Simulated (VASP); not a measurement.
Write the native input for VASP 6.6.1 that does the following.

- Task: single point
- Functional: PBEsol
- Potentials or basis: VASP PAW PBE potentials, release 64 (Li_sv)
- Cutoff: 520 eV
- k mesh: 20 × 20 × 20
- Occupations: gaussian, width 0.15 eV
- Spin: no spin polarisation
- Dipole correction: no
- Further INCAR settings: ALGO = Normal; EDIFF = 1e-06; NBANDS = 8

The structure of Li lies in POSCAR:

```
Li
1.0
    0.0000000000      2.1331419321      2.3464561254
    2.1331419321      0.0000000000      2.3464561254
    2.1331419321      2.1331419321      0.0000000000
Li
1
Direct
    0.0000000000      0.0000000000      0.0000000000
```

This isn't the form of Li at room conditions, which is bcc.

These files were run (other wordings do the same):

INCAR

```
PREC = Accurate ; ENCUT = 520
EDIFF = 1E-6 ; ISMEAR = 0
SIGMA = 0.15 ; LREAL = False
LASPH = True ; NELM = 60
ALGO = Normal ; ISIF = 2
LWAVE = False ; LCHARG = True
GGA = PS ; LELF = True
LVHAR = True ; NBANDS = 8
```

KPOINTS

```
regular mesh
0
Gamma
  20 20 20
```

Potentials or basis: VASP PAW PBE potentials, release 64 (Li_sv).

Run with:

```console
$ cat potpaw_PBE.64/Li_sv/POTCAR > POTCAR
$ mpirun -np 1 vasp_std > vasp.out
```

It gave:

| Property | Result |
| --- | --- |
| Band gap on the k mesh | none (metal or under the smearing width) |

Run time: 59 s on 1 thread of Intel(R) Xeon(R) Platinum 8488C (Sapphire Rapids), with other jobs on the host, peak memory 0.19 GiB.
